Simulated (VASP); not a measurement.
# C (P6_3/mmc) in VASP: further runs

The runs below take C through single point, with LDA, PBE, PBEsol.

Everything below comes from runs of VASP 6.6.1. Logs are shortened: lines on timing, memory, paths and dates and some standing lists are left out, and cuts for length are marked.

## (1) The structure

It takes space group P6_3/mmc (No. 194, hexagonal). The conventional cell has a = 2.461 Å, b = 2.461 Å, c = 6.171 Å, α = 90.00°, β = 90.00°, γ = 120.00°. Around C (site symmetry -6m2) lie 3 C at 1.42 Å. C (site symmetry -6m2) is surrounded by 3 C at 1.42 Å.

The cell was built by a generator and needn't be a form met in nature.

## (2) Single point, LDA

The input, INCAR:

```
ALGO = Fast
EDIFF = 1E-6
ENCUT = 520
GGA = CA
ISIF = 2
ISMEAR = -1
LASPH = True
LCHARG = False
LREAL = False
LWAVE = False
NELM = 60
PREC = Accurate
SIGMA = 0.05
```

The input, KPOINTS:

```
k-points
0
Gamma
  16 16 4
```

The input, POSCAR:

```
C
1.0
    2.4610000000      0.0000000000      0.0000000000
   -1.2305000000      2.1312885187      0.0000000000
    0.0000000000      0.0000000000      6.1713600000
C
4
Direct
    0.0000000000      0.0000000000      0.2500000000
    0.3333333333      0.6666666667      0.2500000000
    0.0000000000      0.0000000000      0.7500000000
    0.6666666667      0.3333333333      0.7500000000
```

Potentials or basis: VASP PAW LDA potentials, release 64 (C).

The run is started by

```console
$ cat potpaw_LDA.64/C/POTCAR > POTCAR
$ mpirun -np 1 vasp_std > vasp.out
```

OUTCAR:

```text
EDIFF = 1E-6
   ENCUT = 520
   GGA = CA
   ISIF = 2
   ISMEAR = -1
   LASPH = True
   LREAL = False
   NELM = 60
   PREC = Accurate

 ion  position               nearest neighbor table
   1  0.000  0.000  0.250-   2 1.42   2 1.42   2 1.42
   2  0.333  0.667  0.250-   1 1.42   1 1.42   1 1.42
   3  0.000  0.000  0.750-   4 1.42   4 1.42   4 1.42
   4  0.667  0.333  0.750-   3 1.42   3 1.42   3 1.42

  LATTYP: Found a hexagonal cell.
 ALAT       =     2.4610000000
 C/A-ratio  =     2.5076635514

  Lattice vectors:

 A1 = (   2.4610000000,   0.0000000000,   0.0000000000)
 A2 = (  -1.2305000000,   2.1312885187,   0.0000000000)
 A3 = (   0.0000000000,   0.0000000000,   6.1713600000)

Analysis of symmetry for initial positions (statically):
=====================================================================
 Subroutine PRICEL returns:
 Original cell was already a primitive cell.

 Routine SETGRP: Setting up the symmetry group for a
 hexagonal supercell.

 Subroutine GETGRP returns: Found 24 space group operations
 (whereof 12 operations were pure point group operations)
 out of a pool of 24 trial point group operations.

The static configuration has the point symmetry D_3d.
 The point group associated with its full space group is D_6h.

Analysis of symmetry for dynamics (positions and initial velocities):
=====================================================================
 Subroutine PRICEL returns:
 Original cell was already a primitive cell.

 Routine SETGRP: Setting up the symmetry group for a
 hexagonal supercell.

 Subroutine GETGRP returns: Found 24 space group operations
 (whereof 12 operations were pure point group operations)
 out of a pool of 24 trial point group operations.

The dynamic configuration has the point symmetry D_3d.
 The point group associated with its full space group is D_6h.

 Subroutine INISYM returns: Found 24 space group operations
 (whereof 12 operations are pure point group operations),
 and found     1 'primitive' translations

----------------------------------------------------------------------------------------

                                     Primitive cell

  volume of cell :      32.3694

  direct lattice vectors                    reciprocal lattice vectors
     2.461000000  0.000000000  0.000000000     0.406338887  0.234599866  0.000000000
[... 96 lines left out ...]
   ISIF   =      2    stress and relaxation
   ISYM   =      2    0-nonsym 1-usesym 2-fastsym
   POTIM  = 0.5000    time-step for ionic-motion
   TEBEG  =    0.0;   TEEND  =   0.0 temperature during run
   PSTRESS=    0.0 pullay stress
   NELECT =      16.0000    total number of electrons
   NUPDOWN=      -1.0000    fix difference up-down
   EMIN   =  10.00;   EMAX   =-10.00  energy-range for DOS
   EFERMI =   0.00;   METHOD = LEGACY
   ISMEAR =    -1;   SIGMA  =   0.05  broadening in eV -4-tet -1-fermi 0-gaus
   EFERMI_NEDOS =   21; number of points for ismear=-14 and -15
   IALGO  =     68    algorithm
   IMIX   =      4    mixing-type and parameters
     AMIX     =   0.40;   BMIX     =  1.00
     AMIX_MAG =   1.60;   BMIX_MAG =  1.00
  volume/ion in A,a.u.               =       8.09        54.61
  Fermi-wavevector in a.u.,A,eV,Ry     =   1.294404  2.446069 22.796320  1.675482
  Thomas-Fermi vector in A             =   2.425989
   LORBIT       =      0    0 simple, 1 ext, 2 COOP (PROOUT), +10 PAW based schemes
   GGA     = CA    functional components
   LHFCALC =     F    Hartree Fock is set to
   AEXX    =    0.0000 exact exchange contribution
   IVDW    =     0    specifies the selected vdW correction
   LEPSILON=     F    determine dielectric tensor
   LRPA    =     F    only Hartree local field effects (RPA)
 non-spin polarized calculation
 RMM-DIIS sequential band-by-band and
  energy-cutoff  :      520.00
  volume of cell :       32.37
 maximum number of plane-waves:       890
   NGX =  9   NGY =  9   NGZ = 23

 number of electron      15.9999995 magnetization

 Free energy of the ion-electron system (eV)
  ---------------------------------------------------
  ext. energy  EPLUGINS =         0.00000000
  ---------------------------------------------------
  free energy    TOTEN  =       -40.41374168 eV

  energy without entropy =      -40.41333139  energy(sigma->0) =      -40.41353654

 E-fermi :   5.3941     XC(G=0): -11.3018

 val. band max:        5.2640102044   @ k =   0.3125   0.3125   0.0000
 cond. band min:       5.5203649201   @ k =   0.3125   0.3125   0.0000
 fundamental gap:      0.2563547157
 Fermi energy:         5.3941423287

 k-point     1 :       0.0000    0.0000    0.0000
  band No.  band energies     occupation
      1     -14.2252      2.00000
      2     -13.6378      2.00000
      3      -3.6619      2.00000
      4      -0.6151      2.00000
      5       2.3746      2.00000
      6       2.3746      2.00000
      7       2.4171      2.00000
      8       2.4171      2.00000
      9      10.1445      0.00000
     10      13.6679      0.00000
     11      13.7352      0.00000
     12      13.7751      0.00000
[... 331 lines left out ...]
 k-point    24 :       0.2500    0.1875    0.0000
  band No.  band energies     occupation
      1     -10.8361      2.00000
      2     -10.3599      2.00000
      3      -4.2884      2.00000
      4      -4.0828      2.00000
      5      -2.5329      2.00000
      6      -2.3807      2.00000
      7       0.4184      2.00000
      8       2.9242      2.00000
      9       8.8804      0.00000
     10       9.8788      0.00000
     11      14.1120      0.00000
     12      15.7679      0.00000

 [... further k-points ...]
[... 5 lines left out ...]
  --------------------------------------------------------------------------------------
  -------------------------------------------------------------------------------------
  Total       -1.6036894     -1.6036894      0.7369547      0.0000000      0.0000000      0.0000000
  in kB      -79.3772584    -79.3772584     36.4767937      0.0000000      0.0000000      0.0000000
  external PRESSURE =     -40.7592410 kB  Pullay stress =       0.0000000 kB

 VOLUME and BASIS-vectors are now :
 -----------------------------------------------------------------------------
  energy-cutoff  :      520.00
  volume of cell :       32.37
      direct lattice vectors                 reciprocal lattice vectors
     2.461000000  0.000000000  0.000000000     0.406338887  0.234599866  0.000000000
    -1.230500000  2.131288519  0.000000000     0.000000000  0.469199731  0.000000000
     0.000000000  0.000000000  6.171360000     0.000000000  0.000000000  0.162038837

 POSITION                                       TOTAL-FORCE (eV/Angst)
 -----------------------------------------------------------------------------------
      0.00000      0.00000      1.54284         0.000000     -0.000000     -0.000000
     -0.00000      1.42086      1.54284        -0.000000      0.000000      0.000000
      0.00000      0.00000      4.62852        -0.000000      0.000000     -0.000000
      1.23050      0.71043      4.62852         0.000000     -0.000000     -0.000000
 -----------------------------------------------------------------------------------
    total drift:                                0.000000     -0.000000      0.000000

  FREE ENERGIE OF THE ION-ELECTRON SYSTEM (eV)
  ---------------------------------------------------
  free  energy   TOTEN  =       -40.4137416834 eV

  energy  without entropy=      -40.4133313901  energy(sigma->0) =      -40.41353654
```

OSZICAR:

```text
N       E                     dE             d eps       ncg     rms          rms(c)
DAV:   1     0.398620077900E+02    0.39862E+02   -0.84811E+03  2160   0.125E+03
DAV:   2    -0.397347564870E+02   -0.79597E+02   -0.73199E+02  3024   0.230E+02
DAV:   3    -0.430343991490E+02   -0.32996E+01   -0.32759E+01  2800   0.467E+01
DAV:   4    -0.430727351766E+02   -0.38336E-01   -0.38288E-01  2680   0.594E+00
DAV:   5    -0.430735480209E+02   -0.81284E-03   -0.81261E-03  2652   0.830E-01    0.920E+00
RMM:   6    -0.410198088605E+02    0.20537E+01   -0.19309E+00  2225   0.985E+00    0.526E+00
RMM:   7    -0.404072995298E+02    0.61251E+00   -0.31489E+00  2335   0.131E+01    0.133E+00
RMM:   8    -0.404423183194E+02   -0.35019E-01   -0.35024E-01  2327   0.457E+00    0.885E-01
RMM:   9    -0.404119753981E+02    0.30343E-01   -0.87628E-02  2531   0.238E+00    0.108E-01
RMM:  10    -0.404134966273E+02   -0.15212E-02   -0.15173E-02  2654   0.116E+00    0.920E-02
RMM:  11    -0.404147462880E+02   -0.12497E-02   -0.79736E-03  2568   0.745E-01    0.229E-01
RMM:  12    -0.404138648724E+02    0.88142E-03   -0.12760E-03  2578   0.314E-01    0.857E-02
RMM:  13    -0.404145807161E+02   -0.71584E-03   -0.42637E-03  2531   0.513E-01    0.212E-01
RMM:  14    -0.404143221762E+02    0.25854E-03   -0.22135E-04  2579   0.161E-01    0.180E-01
RMM:  15    -0.404139647905E+02    0.35739E-03   -0.14394E-04  2578   0.962E-02    0.112E-01
RMM:  16    -0.404137683985E+02    0.19639E-03   -0.28489E-04  2561   0.138E-01    0.441E-02
RMM:  17    -0.404137409840E+02    0.27415E-04   -0.12366E-04  2579   0.998E-02    0.480E-03
RMM:  18    -0.404137416834E+02   -0.69945E-06   -0.89790E-06  2652   0.310E-02
   1 F= -.40413742E+02 E0= -.40413537E+02  d E =-.410293E-03
```

It took 16 s on 1 thread of Intel Xeon 6975P-C (Granite Rapids), shared host; peak memory 0.13 GiB.

Results:

| Quantity | Value |
| --- | --- |
| Free energy | -40.4137 eV |
| Pressure | -4.1 GPa |
| Band gap on the k mesh | 0.26 eV, direct |

A k mesh can miss the band edges. LDA gaps usually lie below the measured ones, often by a third to a half.

## (3) Single point, PBE

INCAR, as its differences from that of step 2:

```diff
@@ -3,3 +3,3 @@
 ENCUT = 520
-GGA = CA
+GGA = PE
 ISIF = 2
```

KPOINTS is that of step 2.

POSCAR is that of step 2.

Potentials or basis: VASP PAW PBE potentials, release 64 (C).

The run is started by

```console
$ cat potpaw_PBE.64/C/POTCAR > POTCAR
$ mpirun -np 1 vasp_std > vasp.out
```

It took 21 s on 1 thread of Intel Xeon 6975P-C (Granite Rapids), shared host; peak memory 0.15 GiB.

It converged, with:

```
Free energy            : -36.7394 eV
Pressure               : 4.9 GPa
Band gap on the k mesh : 0.28 eV, direct
```

Stress tensor (GPa, compression positive):
```
2.93 0.00 0.00
0.00 2.93 0.00
0.00 0.00 8.71
```

Levels at points of the mesh, in eV from the valence-band top:
| k point | band 5 | band 6 | band 7 | band 8 | band 9 | band 10 | band 11 | band 12 |
| --- | --- | --- | --- | --- | --- | --- | --- | --- |
| (0.00, 0.00, 0.00) | -2.90 | -2.90 | -2.86 | -2.86 | 5.22 | 8.45 | 8.52 | 8.55 |
| (0.50, 0.00, 0.00) | -6.34 | -6.22 | -2.94 | -1.92 | 1.72 | 2.57 | 7.21 | 7.92 |
| (0.00, 0.00, 0.50) | -2.88 | -2.88 | -2.88 | -2.88 | 8.50 | 8.50 | 8.50 | 8.50 |
| (0.50, 0.00, 0.50) | -6.28 | -6.28 | -2.26 | -2.26 | 1.75 | 1.75 | 7.56 | 7.56 |

Caveat: this functional lacks dispersion, which binds the layers, so the pressure and a relaxed spacing across them are unreliable. PBE gaps usually lie below the measured ones, often by a third to a half.

(Continued in part 2 of 2.)
